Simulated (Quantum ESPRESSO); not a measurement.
HfB2:

```
CELL_PARAMETERS angstrom
3.14000 0.00000 0.00000
-1.57000 2.71932 0.00000
0.00000 0.00000 3.48000
ATOMIC_POSITIONS crystal
Hf 0.00000 0.00000 0.00000
B 0.66667 0.33333 0.50000
B 0.33333 0.66667 0.50000
```

Base run:

```yaml
Program: Quantum ESPRESSO 7.5
Functional: PBEsol
Potentials_or_basis: GBRV 1.5 PBEsol
Cutoff: 612 eV
Density_cutoff: 4898 eV
k_mesh: 10 × 10 × 8
Occupations: fermi-dirac, width 0.05 eV
Spin: no spin polarisation
Hubbard_terms: Hf d U = 8 eV
```

Its results: band gap on the k mesh none (metal or under the smearing width); pressure 9.1 GPa.

**Question.** After a change of settings the same cell gave: band gap on the k mesh none (metal or under the smearing width); pressure 2.0 GPa. Which change was it?
A. hubbard terms from Hf d U = 8 eV to Hf d U = 5 eV
B. hubbard terms from Hf d U = 8 eV to Hf d U = 4 eV
C. hubbard terms from Hf d U = 8 eV to none

**Answer.** B.

Caveats: U without spin polarisation on a metal has little footing; the U is typed as a test and isn't derived for this compound.
